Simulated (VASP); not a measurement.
A calculation with VASP 6.6.1 of MoP (native input, structure from a POSCAR):

INCAR

```
  ALGO = Normal
  EDIFF = 1E-7
  ENCUT = 550
  GGA = RP
  ISIF = 2
  ISMEAR = 0
  LASPH = True
  LCHARG = True
  LELF = True
  LREAL = False
  LVHAR = True
  LWAVE = False
  NELM = 60
  PREC = Accurate
  SIGMA = 0.02
```

KPOINTS

```
k-points
0
Gamma
  10 10 8
```

Contents of POSCAR:

```
MoP
1.0
    3.2230000000      0.0000000000      0.0000000000
   -1.6115000000      2.7911998764      0.0000000000
    0.0000000000      0.0000000000      3.1910000000
Mo P
1 1
Cartesian
    0.0000000000      0.0000000000      0.0000000000
   -0.0000000002      1.8607999177      1.5955000000
```

Potentials or basis: VASP PAW PBE potentials, release 64 (Mo_sv_GW, P_GW).

Command:

```console
$ cat potpaw_PBE.64/Mo_sv_GW/POTCAR potpaw_PBE.64/P_GW/POTCAR > POTCAR
$ mpirun -np 1 vasp_std > vasp.out
```

Problem. Write the same calculation in another form: ASE script, structure from a P1 CIF.

Solution. As run:

File run.py:

```python
from ase.calculators.vasp import Vasp
from ase.dft.bandgap import bandgap
from ase.io import read

atoms = read('MoP.cif')
calc = Vasp(
    directory='calc',
    xc='rpbe',
    pp='PBE',
    setups='gw',
    prec='Accurate',
    encut=550,
    ediff=1e-06,
    ismear=0,
    sigma=0.02,
    lreal=False,
    lasph=True,
    nelm=60,
    algo='Fast',
    isif=2,
    lwave=False,
    lcharg=False,
    kpts=[10, 10, 8],
    gamma=True,
)
atoms.calc = calc

print('energy (eV):', atoms.get_potential_energy())
print('free energy (eV):', atoms.get_potential_energy(force_consistent=True))
print('forces (eV/A):')
print(atoms.get_forces())
print('stress (eV/A^3, Voigt):', atoms.get_stress())
print('Fermi level (eV):', calc.get_fermi_level())
gap, top, bottom = bandgap(calc)
print('band gap (eV):', gap, 'from (spin, k, band)', top, 'to', bottom)
```

Contents of MoP.cif:

```cif
data_MoP
_cell_length_a 3.22300000
_cell_length_b 3.22300000
_cell_length_c 3.19100000
_cell_angle_alpha 90.00000000
_cell_angle_beta 90.00000000
_cell_angle_gamma 120.00000000
_space_group_name_H-M_alt 'P1'
_space_group_name_Hall 'P 1'
_space_group_IT_number 1
loop_
_space_group_symop_operation_xyz
'x,y,z'
loop_
_atom_site_label
_atom_site_type_symbol
_atom_site_symmetry_multiplicity
_atom_site_Wyckoff_symbol
_atom_site_fract_x
_atom_site_fract_y
_atom_site_fract_z
_atom_site_occupancy
Mo1 Mo 1 a 0.0000000000 0.0000000000 0.0000000000 1
P1 P 1 a 0.3333333333 0.6666666667 0.5000000000 1
```

Potentials or basis: VASP PAW PBE potentials, release 64 (Mo_sv_GW, P_GW).

Launch:

```sh
$ python run.py
```

Both were run:

|  | native input, structure from a POSCAR | ASE script, structure from a P1 CIF |
| --- | --- | --- |
| Pressure | 5.0 GPa | 5.0 GPa |
| Band gap on the k mesh | none (metal or under the smearing width) | none (metal or under the smearing width) |

Keys that steer only the numerical path or the files written may differ.

Caveat: the PAW data sets were made with another functional, which shifts forces and pressure a little.
